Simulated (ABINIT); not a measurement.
# TiSi (Cmmm) in ABINIT: single point with PBEsol

Aim: the single point of TiSi with PBEsol.

All numbers are computed with ABINIT 10.8.3 (patched build); they aren't measurements. Logs are shortened: lines on timing, memory, paths and dates and some standing lists are left out, and cuts for length are marked. The log counts tension as positive stress, the text compression.

### Step 1. The structure

The structure is orthorhombic, space group Cmmm (No. 65). Conventional cell: a = 3.632 Å, b = 4.235 Å, c = 3.804 Å, α = 90.00°, β = 90.00°, γ = 90.00°. Ti (site symmetry mmm) has 8 Si at 2.63 to 2.85 Å and 4 Ti at 2.79 Å as nearest neighbours. Si (site symmetry mmm) is surrounded by 8 Ti at 2.63 to 2.85 Å and 4 Si at 2.79 Å.

The cell comes from a database or a generator and needn't be the stable form of this composition.

### Step 2. Single point, PBEsol

The input, run.abi:

```
# Pseudopotentials
pp_dirpath "./"
pseudos "Ti.upf, Si.upf"

# Structure
acell 2.7897730971 2.7897730971 3.803934 Angstrom
rprim
     0.6510128017    -0.7590667507     0.0000000000
     0.6510128017     0.7590667507     0.0000000000
     0.0000000000     0.0000000000     1.0000000000
ntypat 2
znucl 22 14
natom 2
typat 1 2
xred
     0.5000000000     0.5000000000     0.0000000000
     0.0000000000     0.0000000000     0.5000000000
chkprim 0
chksymtnons 0
tolsym 1.0e-6

# Plane-wave basis
ecut 38.0

# k points
kptopt 1
ngkpt 8 8 5
nshiftk 1
shiftk 0.0 0.0 0.0

# Exchange and correlation
ixc -116133

# Bands and occupations
nband 12
occopt 3
tsmear 0.05 eV

# SCF cycle
nstep 100
tolvrs 1.0e-10

# Output
iomode 3
prtwf 0
prtden 0
prteig 0
prtebands 0
```

Potentials or basis: PseudoDojo NC SR PBEsol v0.4.1 standard.

Launch:

```sh
> abinit run.abi > log 2>&1
```

run.abo:

```text
.Version 10.8.3 of ABINIT
 Symmetries : space group Cm m m (# 65); Bravais oC (1-face-center ortho.)
================================================================================
 Values of the parameters that define the memory need of the present run
     intxc =       0    ionmov =       0      iscf =       7    lmnmax =       6
     lnmax =       6     mgfft =      40  mpssoang =       3    mqgrid =    3001
     natom =       2  nloc_mem =       1    nspden =       1   nspinor =       1
    nsppol =       1      nsym =       8    n1xccc =    2501    ntypat =       2
    occopt =       3   xclevel =       2
       mpw =        2229          nfft =       36000          nkpt =          63
================================================================================
================================================================================

--------------------------------------------------------------------------------
------------- Echo of variables that govern the present computation ------------
--------------------------------------------------------------------------------
 -outvars: echo values of preprocessed input variables --------
            acell      5.2719071069E+00  5.2719071069E+00  7.1883934610E+00 Bohr
              amu      4.78800000E+01  2.80855000E+01
          chkprim           0
      chksymtnons           0
             ecut      3.80000000E+01 Hartree
                       outvar_i_n : Printing only first  50 k-points.
              ixc     -116133
                       outvar_i_n : Printing only first  50 k-points.
         kptrlatt        8    0    0      0    8    0      0    0    5
          kptrlen      3.59419673E+01
            natom           2
            nband          12
            ngfft          30      30      40
             nkpt          63
            nstep         100
             nsym           8
           ntypat           2
                       prtocc : prtvol=0, do not print more k-points.
           occopt           3
           prtden           0
        prtebands           0
           prteig           0
            prtwf           0
            rprim      6.5101280170E-01 -7.5906675070E-01  0.0000000000E+00
                       6.5101280170E-01  7.5906675070E-01  0.0000000000E+00
                       0.0000000000E+00  0.0000000000E+00  1.0000000000E+00
          spgroup          65
           tolsym      1.00000000E-06
           tolvrs      1.00000000E-10
           tsmear      1.83746611E-03 Hartree
            typat      1  2
                       outvars : Printing only first  50 k-points.
           xangst      1.8161780001E+00  0.0000000000E+00  0.0000000000E+00
                       0.0000000000E+00  0.0000000000E+00  1.9019670000E+00
            xcart      3.4320790160E+00  0.0000000000E+00  0.0000000000E+00
                       0.0000000000E+00  0.0000000000E+00  3.5941967305E+00
             xred      5.0000000000E-01  5.0000000000E-01  0.0000000000E+00
                       0.0000000000E+00  0.0000000000E+00  5.0000000000E-01
            znucl       22.00000   14.00000

[... 96 lines left out ...]
 ------------------------------------------------
 Atom  Sphere_radius  Integrated_density
    1        2.00000          9.58855975
    2        2.00000          1.73656357
================================================================================

 ----iterations are completed or convergence reached----

 Mean square residual over all n,k,spin=   32.038E-07; max=  56.171E-05
 reduced coordinates (array xred) for    2 atoms
       0.500000000000      0.500000000000      0.000000000000
       0.000000000000      0.000000000000      0.500000000000
 rms dE/dt=  0.0000E+00; max dE/dt=  0.0000E+00; dE/dt below (all hartree)
    1       0.000000000000      0.000000000000      0.000000000000
    2       0.000000000000      0.000000000000      0.000000000000

 cartesian coordinates (angstrom) at end:
    1      1.81617800005036     0.00000000000000     0.00000000000000
    2      0.00000000000000     0.00000000000000     1.90196700000000

 cartesian forces (hartree/bohr) at end:
    1     -0.00000000000000    -0.00000000000000    -0.00000000000000
    2     -0.00000000000000    -0.00000000000000    -0.00000000000000
 frms,max,avg= 0.0000000E+00 0.0000000E+00   0.000E+00  0.000E+00  0.000E+00 h/b

 cartesian forces (eV/Angstrom) at end:
    1     -0.00000000000000    -0.00000000000000    -0.00000000000000
    2     -0.00000000000000    -0.00000000000000    -0.00000000000000
 frms,max,avg= 0.0000000E+00 0.0000000E+00   0.000E+00  0.000E+00  0.000E+00 e/A
 length scales=  5.271907106945  5.271907106945  7.188393461029 bohr
              =  2.789773097100  2.789773097100  3.803934000000 angstroms
 Fermi (or HOMO) energy (hartree) =   0.37385   Average Vxc (hartree)=  -0.43349
 Eigenvalues (hartree) for nkpt=  63  k points:
 kpt#   1, nband= 12, wtk=  0.00313, kpt=  0.0000  0.0000  0.0000 (reduced coord)
  -1.70128   -0.83826   -0.82277   -0.81980   -0.05657    0.28473    0.31288    0.33237
   0.43527    0.45889    0.47993    0.56402
      occupation numbers for kpt#   1
   2.00000    2.00000    2.00000    2.00000    2.00000    2.00000    2.00000    2.00000
   0.00000    0.00000    0.00000    0.00000
 prteigrs : prtvol=0 or 1, do not print more k-points.

--- !EnergyTerms
iteration_state     : {dtset: 1, }
comment             : Components of total free energy in Hartree
kinetic             :  2.51972779820082E+01
hartree             :  1.49657670790653E+01
xc                  : -1.02686459614889E+01
Ewald energy        : -4.50376708147465E+01
psp_core            :  1.83405485746849E+00
local_psp           : -5.12757351983572E+01
non_local_psp       :  1.00790479794574E+00
internal            : -6.35770472581049E+01
'-kT*entropy'       : -4.59775406652321E-04
total_energy        : -6.35775070335116E+01
total_energy_eV     : -1.73003210044546E+03
band_energy         : -6.56297158143437E+00
...

 Cartesian components of stress tensor (hartree/bohr^3)
  sigma(1 1)=  1.17322048E-04  sigma(3 2)=  0.00000000E+00
  sigma(2 2)=  1.72484630E-04  sigma(3 1)=  0.00000000E+00
  sigma(3 3)=  1.47843434E-04  sigma(2 1)=  0.00000000E+00

-Cartesian components of stress tensor (GPa)         [Pressure= -4.2920E+00 GPa]
- sigma(1 1)=  3.45173382E+00  sigma(3 2)=  0.00000000E+00
- sigma(2 2)=  5.07467301E+00  sigma(3 1)=  0.00000000E+00
- sigma(3 3)=  4.34970400E+00  sigma(2 1)=  0.00000000E+00

== END DATASET(S) ==============================================================
================================================================================

 -outvars: echo values of variables after computation  --------
            acell      5.2719071069E+00  5.2719071069E+00  7.1883934610E+00 Bohr
           etotal     -6.3577507034E+01
            fcart     -0.0000000000E+00 -0.0000000000E+00 -0.0000000000E+00
                      -0.0000000000E+00 -0.0000000000E+00 -0.0000000000E+00
            rprim      6.5101280170E-01 -7.5906675070E-01  0.0000000000E+00
                       6.5101280170E-01  7.5906675070E-01  0.0000000000E+00
                       0.0000000000E+00  0.0000000000E+00  1.0000000000E+00
           strten      1.1732204797E-04  1.7248462984E-04  1.4784343406E-04
                       0.0000000000E+00  0.0000000000E+00  0.0000000000E+00
           xangst      1.8161780001E+00  0.0000000000E+00  0.0000000000E+00
                       0.0000000000E+00  0.0000000000E+00  1.9019670000E+00
             xred      5.0000000000E-01  5.0000000000E-01  0.0000000000E+00
                       0.0000000000E+00  0.0000000000E+00  5.0000000000E-01
 Calculation completed.
```

Wall time 42 s (1 thread of Arm Neoverse V2, shared host); peak memory 0.08 GiB.

Results:

```
Free energy                                           : -1730.0321 eV
Pressure                                              : -4.3 GPa
Band gap on the k mesh                                : none (metal or under the smearing width)
Valence electrons inside the program's atomic spheres : Ti 9.59; Si 1.74
```

Levels at points of the mesh, in eV from the Fermi level:
```csv
k point,band 5,band 6,band 7,band 8,band 9,band 10,band 11,band 12
"(0.00, 0.00, 0.00)",-11.71,-2.42,-1.66,-1.13,1.67,2.31,2.89,5.17
"(0.50, 0.00, 0.00)",-7.62,-6.33,-2.86,-0.85,1.64,2.32,4.27,4.77
"(0.50, 0.50, 0.00)",-5.81,-3.75,-1.51,-1.29,-0.88,-0.31,2.84,3.16
```
